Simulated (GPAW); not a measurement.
# Ag (P6_3/mmc) in GPAW: notebook

One crystal, Ag, is run at these levels: PBEsol; tasks: relaxation of cell and atoms.

Everything below comes from runs of GPAW 26.7.0. Logs are shortened: lines on timing, memory, paths and dates and some standing lists are left out, and cuts for length are marked. The log counts tension as positive stress, the text compression.

## (1) The structure

Symmetry: P6_3/mmc, No. 194, hexagonal system. The conventional cell has a = 2.930 Å, b = 2.930 Å, c = 4.790 Å, α = 90.00°, β = 90.00°, γ = 120.00°. Ag (site symmetry -6m2) is surrounded by 12 Ag at 2.93 Å.

This isn't the form of Ag at room conditions, which is fcc.

## (2) Relaxation of cell and atoms, PBEsol, target pressure 5 GPa, at which the enthalpy is minimised

Input file run.py:

```python
from ase import Atoms
from ase.filters import FrechetCellFilter
from ase.io import write
from ase.optimize import BFGS
from ase.units import GPa
from gpaw import GPAW, PW, setup_paths

setup_paths.insert(0, '.')

atoms = Atoms(['Ag', 'Ag'],
              cell=[[2.93, 0.0, 0.0],
                    [-1.465, 2.5374544331, 0.0],
                    [0.0, 0.0, 4.79]],
              scaled_positions=[[0.6666666667, 0.3333333333, 0.75],
                                [0.3333333333, 0.6666666667, 0.25]],
              pbc=True)

calc = GPAW(mode=PW(600),
            xc='PBEsol',
            kpts={'size': (8, 8, 4), 'gamma': True},
            occupations={'name': 'fermi-dirac', 'width': 0.05},
            nbands=31,
            convergence={'density': 1e-05, 'forces': 0.0001},
            maxiter=150,
            txt='gpaw.txt')
atoms.calc = calc
opt = BFGS(FrechetCellFilter(atoms, scalar_pressure=5 * GPa), trajectory='relax.traj', logfile='-')
done = opt.run(fmax=0.02, steps=60)
calc.write('gs.gpw')
write('result.traj', atoms)
print('Converged:', done)
print('Cell:', atoms.cell.cellpar().round(4))
print('Volume:', round(atoms.get_volume(), 4))
print(atoms.get_scaled_positions().round(5))
```

Potentials or basis: PAW data sets generated in the run's folder for this functional, pw.

Run with:

```
> gpaw-setup -f PBEsol Ag
> OMP_NUM_THREADS=1 python run.py
```

gpaw.txt:

```text
__  _  _
 | _ |_)|_||  |
 |__||  | ||/\| - 26.7.0

Input parameters:
  mode=PW(ecut=600.0),
  convergence={'density': 1e-05, 'forces': 0.0001},
  kpts=MonkhorstPack(size=(8, 8, 4), gamma=True),
  maxiter=150,
  nbands=31,
  occupations=Occupations(name='fermi-dirac', width=0.05),
  xc=XC(name='PBEsol')

Diagonalizing LCAO Hamiltonian
Converting LCAO to pw mode

          Ag

        Ag

Atoms  # Å, Bohr magnetons
|   | symbol |         x |        y |        z |    initial magnetic moments |
|---|--------|-----------|----------|----------|-----------------------------|
| 0 |     Ag |  1.465000 | 0.845818 | 3.592500 | ( 0.0000,  0.0000,  0.0000) |
| 1 |     Ag | -0.000000 | 1.691636 | 1.197500 | ( 0.0000,  0.0000,  0.0000) |
[... 400 lines left out ...]
|         24 |        28.236 |     0.000 |
|         25 |        28.236 |     0.000 |
|        ... |               |           |
|         30 |        33.228 |     0.000 |

No gap
No difference between direct/indirect transitions

Stress tensor  # eV/Ang^3
|         x |         y |        z |
|-----------|-----------|----------|
|  0.019858 | -0.000000 | 0.000000 |
| -0.000000 |  0.019858 | 0.000000 |
|  0.000000 |  0.000000 | 0.028224 |

Forces  # eV/Ang
|       x |       y |        z |
|---------|---------|----------|
| 0.00000 | 0.00000 | -0.00004 |  # Ag   0
| 0.00000 | 0.00000 |  0.00004 |  # Ag   1

Interpolating wave functions to new cell

          Ag

        Ag

Atoms  # Å, Bohr magnetons
|   | symbol |         x |        y |        z |    initial magnetic moments |
|---|--------|-----------|----------|----------|-----------------------------|
| 0 |     Ag |  1.413421 | 0.816039 | 3.446646 | ( 0.0000,  0.0000,  0.0000) |
| 1 |     Ag | -0.000000 | 1.632078 | 1.148885 | ( 0.0000,  0.0000,  0.0000) |

Unit cell  # Å
| periodic |         x |        y |         z |  lengths |     angles |
|----------|-----------|----------|-----------|----------|------------|
|      yes |  2.826843 | 0.000000 | -0.000000 | 2.826843 |  90.000000 |
|      yes | -1.413421 | 2.448118 | -0.000000 | 2.826843 |  90.000000 |
|      yes | -0.000000 | 0.000000 |  4.595532 | 4.595532 | 120.000000 |

Number of symmetries: 12
Symmetry operations  # r_c * U_cc + t_c -> r_c
|    | kind |            matrix            |
|----|------|------------------------------|
|  0 |  σ   |  1, 1, 0,  0,-1, 0,  0, 0, 1 |
|  1 |  S6  |  1, 1, 0, -1, 0, 0,  0, 0,-1 |
|  2 |  E   |  1, 0, 0,  0, 1, 0,  0, 0, 1 |
|  3 |  C2  |  1, 0, 0, -1,-1, 0,  0, 0,-1 |
|  4 |  C2  |  0, 1, 0,  1, 0, 0,  0, 0,-1 |
|  5 |  C3  |  0, 1, 0, -1,-1, 0,  0, 0, 1 |
|  6 |  S6  |  0,-1, 0,  1, 1, 0,  0, 0,-1 |
|  7 |  σ   |  0,-1, 0, -1, 0, 0,  0, 0, 1 |
|  8 |  σ   | -1, 0, 0,  1, 1, 0,  0, 0, 1 |
|  9 |  i   | -1, 0, 0,  0,-1, 0,  0, 0,-1 |
| 10 |  C3  | -1,-1, 0,  1, 0, 0,  0, 0, 1 |
| 11 |  C2  | -1,-1, 0,  0, 1, 0,  0, 0,-1 |
[... 110 lines left out ...]
SCF iterations
|iter     | |      energy | eigst |  dens |force |
|---------|-|-------------|-------|-------|------|
|iter:   1| |   -7.548085 | -0.94 |       |      |
|iter:   2| |   -7.349956 | -3.81 | -1.25 |      |
|iter:   3| |   -6.807077 | -2.92 | -1.31 |      |
|iter:   4| |   -6.814988 | -3.69 | -2.20 |      |
|iter:   5| |   -6.821405c| -3.45 | -2.47 |      |
|iter:   6| |   -6.821424c| -6.19 | -3.43 |      |
|iter:   7| |   -6.821419c| -6.45 | -3.70 |      |
|iter:   8| |   -6.821419c| -8.41c| -4.69 |      |
|iter:   9| |   -6.821419c| -8.09c| -5.22c|      |
|iter:  10| |   -6.821419c| -9.19c| -6.33c|-3.84 |
|iter:  11| |   -6.821419c|-10.26c| -6.69c|-4.22c|

Converged in 11 steps
Energy contributions relative to reference atoms: (reference = -289057.935154)

Energy contributions:
  Kinetic:           0.086328
  Coulomb:          -1.616585
  Zero:              0.350795
  External:          0.000000
  Xc:               -5.636427
  Entropy:          -0.011058
  Spinorbit:         0.000000
  ----------------------------
  Free energy:      -6.826947
  Extrapolated:     -6.821419
[... 50 lines left out ...]
Atoms  # Å, Bohr magnetons
|   | symbol |         x |        y |        z |    initial magnetic moments |
|---|--------|-----------|----------|----------|-----------------------------|
| 0 |     Ag |  1.420786 | 0.820291 | 3.464746 | ( 0.0000,  0.0000,  0.0000) |
| 1 |     Ag | -0.000000 | 1.640583 | 1.154917 | ( 0.0000,  0.0000,  0.0000) |

Unit cell  # Å
| periodic |         x |         y |         z |  lengths |     angles |
|----------|-----------|-----------|-----------|----------|------------|
|      yes |  2.841573 | -0.000000 |  0.000000 | 2.841573 |  90.000000 |
|      yes | -1.420786 |  2.460874 | -0.000000 | 2.841573 |  90.000000 |
|      yes | -0.000000 | -0.000000 |  4.619663 | 4.619663 | 120.000000 |

Number of symmetries: 12
Symmetry operations  # r_c * U_cc + t_c -> r_c
|    | kind |            matrix            |
|----|------|------------------------------|
|  0 |  σ   |  1, 1, 0,  0,-1, 0,  0, 0, 1 |
|  1 |  S6  |  1, 1, 0, -1, 0, 0,  0, 0,-1 |
|  2 |  E   |  1, 0, 0,  0, 1, 0,  0, 0, 1 |
|  3 |  C2  |  1, 0, 0, -1,-1, 0,  0, 0,-1 |
|  4 |  C2  |  0, 1, 0,  1, 0, 0,  0, 0,-1 |
|  5 |  C3  |  0, 1, 0, -1,-1, 0,  0, 0, 1 |
|  6 |  S6  |  0,-1, 0,  1, 1, 0,  0, 0,-1 |
|  7 |  σ   |  0,-1, 0, -1, 0, 0,  0, 0, 1 |
|  8 |  σ   | -1, 0, 0,  1, 1, 0,  0, 0, 1 |
|  9 |  i   | -1, 0, 0,  0,-1, 0,  0, 0,-1 |
| 10 |  C3  | -1,-1, 0,  1, 0, 0,  0, 0, 1 |
| 11 |  C2  | -1,-1, 0,  0, 1, 0,  0, 0,-1 |
[... 382 lines left out ...]
Stress tensor  # eV/Ang^3
|         x |         y |         z |
|-----------|-----------|-----------|
| -0.033083 |  0.000000 |  0.000000 |
|  0.000000 | -0.033083 | -0.000000 |
|  0.000000 | -0.000000 | -0.027374 |

Forces  # eV/Ang
|       x |        y |        z |
|---------|----------|----------|
| 0.00000 |  0.00000 |  0.00002 |  # Ag   0
| 0.00000 | -0.00000 | -0.00002 |  # Ag   1

Interpolating wave functions to new cell

          Ag

        Ag

Atoms  # Å, Bohr magnetons
|   | symbol |         x |        y |        z |    initial magnetic moments |
|---|--------|-----------|----------|----------|-----------------------------|
| 0 |     Ag |  1.420781 | 0.820288 | 3.454136 | ( 0.0000,  0.0000,  0.0000) |
| 1 |     Ag | -0.000000 | 1.640577 | 1.151379 | ( 0.0000,  0.0000,  0.0000) |

Unit cell  # Å
| periodic |         x |         y |         z |  lengths |     angles |
|----------|-----------|-----------|-----------|----------|------------|
|      yes |  2.841562 | -0.000000 | -0.000000 | 2.841562 |  90.000000 |
|      yes | -1.420781 |  2.460865 |  0.000000 | 2.841562 |  90.000000 |
|      yes |  0.000000 |  0.000000 |  4.605515 | 4.605515 | 120.000000 |

Number of symmetries: 12
Symmetry operations  # r_c * U_cc + t_c -> r_c
|    | kind |            matrix            |
|----|------|------------------------------|
|  0 |  σ   |  1, 1, 0,  0,-1, 0,  0, 0, 1 |
|  1 |  S6  |  1, 1, 0, -1, 0, 0,  0, 0,-1 |
|  2 |  E   |  1, 0, 0,  0, 1, 0,  0, 0, 1 |
|  3 |  C2  |  1, 0, 0, -1,-1, 0,  0, 0,-1 |
|  4 |  C2  |  0, 1, 0,  1, 0, 0,  0, 0,-1 |
|  5 |  C3  |  0, 1, 0, -1,-1, 0,  0, 0, 1 |
|  6 |  S6  |  0,-1, 0,  1, 1, 0,  0, 0,-1 |
|  7 |  σ   |  0,-1, 0, -1, 0, 0,  0, 0, 1 |
|  8 |  σ   | -1, 0, 0,  1, 1, 0,  0, 0, 1 |
|  9 |  i   | -1, 0, 0,  0,-1, 0,  0, 0,-1 |
| 10 |  C3  | -1,-1, 0,  1, 0, 0,  0, 0, 1 |
| 11 |  C2  | -1,-1, 0,  0, 1, 0,  0, 0,-1 |
[... 167 lines left out ...]
Stress tensor  # eV/Ang^3
|         x |         y |         z |
|-----------|-----------|-----------|
| -0.034094 |  0.000000 |  0.000000 |
|  0.000000 | -0.034094 | -0.000000 |
|  0.000000 | -0.000000 | -0.029742 |

Forces  # eV/Ang
|        x |       y |        z |
|----------|---------|----------|
|  0.00000 | 0.00000 |  0.00002 |  # Ag   0
| -0.00000 | 0.00000 | -0.00002 |  # Ag   1

Interpolating wave functions to new cell

          Ag

        Ag

Atoms  # Å, Bohr magnetons
|   | symbol |         x |        y |        z |    initial magnetic moments |
|---|--------|-----------|----------|----------|-----------------------------|
| 0 |     Ag |  1.422362 | 0.821201 | 3.444413 | ( 0.0000,  0.0000,  0.0000) |
| 1 |     Ag | -0.000000 | 1.642402 | 1.148137 | ( 0.0000,  0.0000,  0.0000) |

Unit cell  # Å
| periodic |         x |         y |        z |  lengths |     angles |
|----------|-----------|-----------|----------|----------|------------|
|      yes |  2.844723 | -0.000000 | 0.000000 | 2.844723 |  90.000000 |
|      yes | -1.422362 |  2.463603 | 0.000000 | 2.844723 |  90.000000 |
|      yes |  0.000000 | -0.000000 | 4.592550 | 4.592550 | 120.000000 |

Number of symmetries: 12
Symmetry operations  # r_c * U_cc + t_c -> r_c
|    | kind |            matrix            |
|----|------|------------------------------|
|  0 |  σ   |  1, 1, 0,  0,-1, 0,  0, 0, 1 |
|  1 |  S6  |  1, 1, 0, -1, 0, 0,  0, 0,-1 |
|  2 |  E   |  1, 0, 0,  0, 1, 0,  0, 0, 1 |
|  3 |  C2  |  1, 0, 0, -1,-1, 0,  0, 0,-1 |
|  4 |  C2  |  0, 1, 0,  1, 0, 0,  0, 0,-1 |
|  5 |  C3  |  0, 1, 0, -1,-1, 0,  0, 0, 1 |
|  6 |  S6  |  0,-1, 0,  1, 1, 0,  0, 0,-1 |
|  7 |  σ   |  0,-1, 0, -1, 0, 0,  0, 0, 1 |
|  8 |  σ   | -1, 0, 0,  1, 1, 0,  0, 0, 1 |
|  9 |  i   | -1, 0, 0,  0,-1, 0,  0, 0,-1 |
| 10 |  C3  | -1,-1, 0,  1, 0, 0,  0, 0, 1 |
| 11 |  C2  | -1,-1, 0,  0, 1, 0,  0, 0,-1 |
[... 186 lines left out ...]
Atoms  # Å, Bohr magnetons
|   | symbol |         x |        y |        z |    initial magnetic moments |
|---|--------|-----------|----------|----------|-----------------------------|
| 0 |     Ag |  1.424953 | 0.822697 | 3.434839 | ( 0.0000,  0.0000,  0.0000) |
| 1 |     Ag | -0.000000 | 1.645394 | 1.144944 | ( 0.0000,  0.0000,  0.0000) |

Unit cell  # Å
| periodic |         x |        y |         z |  lengths |     angles |
|----------|-----------|----------|-----------|----------|------------|
|      yes |  2.849906 | 0.000000 | -0.000000 | 2.849906 |  90.000000 |
|      yes | -1.424953 | 2.468091 |  0.000000 | 2.849906 |  90.000000 |
|      yes |  0.000000 | 0.000000 |  4.579783 | 4.579783 | 120.000000 |

Number of symmetries: 12
Symmetry operations  # r_c * U_cc + t_c -> r_c
|    | kind |            matrix            |
|----|------|------------------------------|
|  0 |  σ   |  1, 1, 0,  0,-1, 0,  0, 0, 1 |
|  1 |  S6  |  1, 1, 0, -1, 0, 0,  0, 0,-1 |
|  2 |  E   |  1, 0, 0,  0, 1, 0,  0, 0, 1 |
|  3 |  C2  |  1, 0, 0, -1,-1, 0,  0, 0,-1 |
|  4 |  C2  |  0, 1, 0,  1, 0, 0,  0, 0,-1 |
|  5 |  C3  |  0, 1, 0, -1,-1, 0,  0, 0, 1 |
|  6 |  S6  |  0,-1, 0,  1, 1, 0,  0, 0,-1 |
|  7 |  σ   |  0,-1, 0, -1, 0, 0,  0, 0, 1 |
|  8 |  σ   | -1, 0, 0,  1, 1, 0,  0, 0, 1 |
|  9 |  i   | -1, 0, 0,  0,-1, 0,  0, 0,-1 |
| 10 |  C3  | -1,-1, 0,  1, 0, 0,  0, 0, 1 |
| 11 |  C2  | -1,-1, 0,  0, 1, 0,  0, 0,-1 |
[... 167 lines left out ...]
Stress tensor  # eV/Ang^3
|         x |         y |         z |
|-----------|-----------|-----------|
| -0.032700 | -0.000000 |  0.000000 |
| -0.000000 | -0.032700 |  0.000000 |
|  0.000000 |  0.000000 | -0.031911 |

Forces  # eV/Ang
|       x |        y |        z |
|---------|----------|----------|
| 0.00000 |  0.00000 | -0.00003 |  # Ag   0
| 0.00000 | -0.00000 |  0.00003 |  # Ag   1

Interpolating wave functions to new cell

          Ag

        Ag

Atoms  # Å, Bohr magnetons
|   | symbol |         x |        y |        z |    initial magnetic moments |
|---|--------|-----------|----------|----------|-----------------------------|
| 0 |     Ag |  1.426590 | 0.823642 | 3.430590 | ( 0.0000,  0.0000,  0.0000) |
| 1 |     Ag | -0.000000 | 1.647284 | 1.143528 | ( 0.0000,  0.0000,  0.0000) |
[... 198 lines left out ...]
Forces  # eV/Ang
|        x |        y |        z |
|----------|----------|----------|
| -0.00000 | -0.00000 | -0.00002 |  # Ag   0
|  0.00000 |  0.00000 |  0.00002 |  # Ag   1

# Writing to gs.gpw (mode='')
```

Wall time 3.3 min (1 thread of Arm Neoverse V1, shared host); peak memory 0.32 GiB.

What came out:

| Item | Value |
| --- | --- |
| Free energy | -6.8444 eV |
| Relaxed volume | 16.12 Å³/atom |
| Relaxed cell | a = 2.853 Å, b = 2.853 Å, c = 4.574 Å, α = 90.00°, β = 90.00°, γ = 120.00° |
| Space group after relaxing (to 0.05 Å) | P6_3/mmc (No. 194) |
| Energy change on relaxing (the enthalpy is what falls) | -11.4 meV/atom |
| Ionic steps | 9 |
| Pressure after relaxing | 5.0 GPa |
| Band gap on the k mesh | none (metal or under the smearing width) |

The path:
| step | energy change (eV) | largest force (eV/Å) | pressure (GPa) | volume (Å³) |
| --- | --- | --- | --- | --- |
| 1 | 0.0000 | 0.0000 | -5.93 | 35.61 |
| 2 | -0.0276 | 0.0000 | -3.63 | 34.70 |
| 3 | -0.0051 | 0.0000 | 7.10 | 31.80 |
| 4 | -0.0237 | 0.0000 | 4.79 | 32.30 |
| 5 | -0.0223 | 0.0000 | 5.00 | 32.26 |
| 6 | -0.0209 | 0.0000 | 5.23 | 32.20 |
| 7 | -0.0205 | 0.0000 | 5.32 | 32.19 |
| 8 | -0.0216 | 0.0000 | 5.20 | 32.21 |
| 9 | -0.0228 | 0.0000 | 5.05 | 32.25 |

Final structure:
```yaml
crystal:
  lattice:
    - [2.85318, 0.00000, 0.00000]
    - [-1.42659, 2.47093, 0.00000]
    - [0.00000, 0.00000, 4.57412]
  atoms:
    - { symbol: Ag, position: [0.66667, 0.33333, 0.75000] }
    - { symbol: Ag, position: [0.33333, 0.66667, 0.25000] }
```

Caveat: later steps reuse the first step's grids.

## (3) Relaxation of cell and atoms, PBEsol, target pressure 10 GPa, at which the enthalpy is minimised

run.py: that of step 2 with these lines changed.

```diff
@@ -26,3 +26,3 @@
 atoms.calc = calc
-opt = BFGS(FrechetCellFilter(atoms, scalar_pressure=5 * GPa), trajectory='relax.traj', logfile='-')
+opt = BFGS(FrechetCellFilter(atoms, scalar_pressure=10 * GPa), trajectory='relax.traj', logfile='-')
 done = opt.run(fmax=0.02, steps=60)
```

Potentials or basis: PAW data sets generated in the run's folder for this functional, pw.

Run with:

```
> gpaw-setup -f PBEsol Ag
> OMP_NUM_THREADS=1 python run.py
```

Run time: 2.8 min. Hardware: 1 thread of Arm Neoverse V1, shared host; peak memory 0.3 GiB.

The run converged. Its results:

```
Free energy                                            : -6.7965 eV
Relaxed volume                                         : 15.61 Å³/atom
Relaxed cell                                           : a = 2.822 Å, b = 2.822 Å, c = 4.527 Å, α = 90.00°, β = 90.00°, γ = 120.00°
Space group after relaxing (to 0.05 Å)                 : P6_3/mmc (No. 194)
Energy change on relaxing (the enthalpy is what falls) : +12.8 meV/atom
Ionic steps                                            : 9
Pressure after relaxing                                : 10.1 GPa
Band gap on the k mesh                                 : none (metal or under the smearing width)
```

The path:
| step | energy change (eV) | largest force (eV/Å) | pressure (GPa) | volume (Å³) |
| --- | --- | --- | --- | --- |
| 1 | 0.0000 | 0.0000 | -5.93 | 35.61 |
| 2 | -0.0353 | 0.0001 | -2.45 | 34.29 |
| 3 | 0.0773 | 0.0000 | 13.95 | 30.54 |
| 4 | 0.0198 | 0.0000 | 9.50 | 31.33 |
| 5 | 0.0253 | 0.0000 | 9.99 | 31.24 |
| 6 | 0.0271 | 0.0000 | 10.15 | 31.21 |
| 7 | 0.0291 | 0.0000 | 10.34 | 31.17 |
| 8 | 0.0280 | 0.0000 | 10.27 | 31.18 |
| 9 | 0.0255 | 0.0001 | 10.08 | 31.22 |

Final structure:
```xyz
2
Lattice="2.8219 0.0000 0.0000 -1.4109 2.4438 0.0000 0.0000 0.0000 4.5271" Properties=species:S:1:pos:R:3 pbc="T T T"
Ag    1.4109    0.8146    3.3953
Ag    0.0000    1.6292    1.1318
```

Levels at points of the mesh, in eV from the Fermi level:
| k point | band 15 | band 16 | band 17 | band 18 | band 19 | band 20 |
| --- | --- | --- | --- | --- | --- | --- |
| (0.00, 0.00, 0.00) | -4.23 | -2.95 | -2.95 | -0.46 | 4.52 | 16.00 |
| (0.00, 0.00, 0.50) | -3.31 | -3.31 | -3.31 | -3.31 | 12.38 | 12.38 |
| (0.50, 0.50, 0.00) | -2.68 | -2.64 | 0.16 | 1.84 | 7.53 | 7.77 |
| (0.50, 0.50, 0.50) | -2.71 | -2.71 | 0.70 | 0.70 | 5.24 | 5.24 |

Caveat: later steps reuse the first step's grids.
